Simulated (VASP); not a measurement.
The system is Ru.

```
Ru
1.0
     2.70580    0.00000    0.00000
    -1.35290    2.34329    0.00000
     0.00000    0.00000    4.28190
Ru
2
Direct
  0.66667 0.33333 0.75000
  0.33333 0.66667 0.25000
```

Base run:

| Quantity | Value |
| --- | --- |
| Program | VASP 6.6.1 |
| Functional | PBE |
| Potentials or basis | VASP PAW PBE potentials, release 64 (Ru_pv) |
| Cutoff | 520 eV |
| k mesh | 11 × 11 × 6 |
| Occupations | fermi-dirac, width 0.05 eV |
| Spin | no spin polarisation |

Its results: band gap on the k mesh none (metal or under the smearing width); pressure 4.5 GPa.

Problem. After a change of settings the same cell gave: band gap on the k mesh none (metal or under the smearing width); pressure -6.3 GPa. Which change was it?
A. occupations from fermi-dirac, width 0.05 eV to gaussian, width 0.013 eV; further incar settings from ALGO = Normal; EDIFF = 1e-07; NBANDS = 21 to ALGO = Fast; EDIFF = 1e-06; NBANDS = 21
B. occupations from fermi-dirac, width 0.05 eV to gaussian, width 0.011 eV; further incar settings from ALGO = Normal; EDIFF = 1e-07; NBANDS = 21 to ALGO = Normal; EDIFF = 1e-06
C. functional from PBE to PBEsol

Solution. C.

PBEsol binds more tightly than PBE, so the same cell stands under less pressure.

Caveats: the PAW data sets were made with another functional, which shifts forces and pressure a little (some runs).

Not every run made on this cell is shown here.
